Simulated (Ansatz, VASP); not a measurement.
Ag: VASP beside Ansatz

Contents of INCAR:

```
SYSTEM = Ag
PREC = Accurate
ENCUT = 520
EDIFF = 1E-7
ISMEAR = -1
SIGMA = 0.1
LREAL = .FALSE.
LASPH = .TRUE.
NELM = 150
ALGO = Normal
ISIF = 2
LWAVE = .FALSE.
LCHARG = .FALSE.
LNONCOLLINEAR = .TRUE.
MAGMOM = 0 0 0
LORBIT = 11
LSORBIT = .TRUE.
GGA_COMPAT = .FALSE.
LORBMOM = .TRUE.
LMAXMIX = 4
GGA = PS
NBANDS = 22
```

File KPOINTS:

```
regular mesh
0
G
  16 16 16
  0 0 0
```

Contents of POSCAR:

```
Ag
1.0
    0.0000000000      2.0271489574      2.0271489574
    2.0271489574      0.0000000000      2.0271489574
    2.0271489574      2.0271489574      0.0000000000
Ag
1
Direct
    0.0000000000      0.0000000000      0.0000000000
```

Input for Ansatz:

```yaml
crystal:
  lattice:
    - [0.0, 2.02714895742, 2.02714895742]
    - [2.02714895742, 0.0, 2.02714895742]
    - [2.02714895742, 2.02714895742, 0.0]
  atoms:
    - { symbol: Ag, position: [0.0, 0.0, 0.0] }
kpoints:
  mp_grid: { grid: [16, 16, 16] }
scf:
  occupations: { method: fermi_dirac, width: 0.1 }
hamiltonian:
  xc: pbesol
  pseudopotentials: { kind: paw_fr }
magnetization:
  noncollinear: true
  spin_orbit: true
output:
  forces: true
  stress: true
  eigenvalues: true
  eigenstates:
    nscf_kmesh: { grid: [18, 18, 18] }
    de_dk: true
    e_range: [-14, 14]
checkpoint:
  write: ck
  write_wavefunctions: false
```

Alike in both runs: task single point; functional PBEsol; k mesh 16 × 16 × 16; occupations fermi-dirac, width 0.1 eV; non-collinear spin, spin-orbit coupling.

```csv
,VASP,Ansatz
version,VASP 6.6.1,Ansatz 0.2.0
potentials or method,"VASP PAW PBE potentials, release 64 (Ag)","PAW with Ansatz's default frozen-core files, fully relativistic files with spin-orbit coupling"
plane-wave cutoff (eV),520,420
valence electrons in the cell,11,19
```

|  | VASP | Ansatz | Ansatz less VASP |
| --- | --- | --- | --- |
| pressure (GPa) | -0.3 | -0.1 | +0.20 |
| net moment per atom (μB) | 0.00 | 0.00 | 0.000 |

The two sets of potentials don't hold the same shells in valence.

Caveats: the PAW data sets were made with another functional, which shifts forces and pressure a little (VASP).
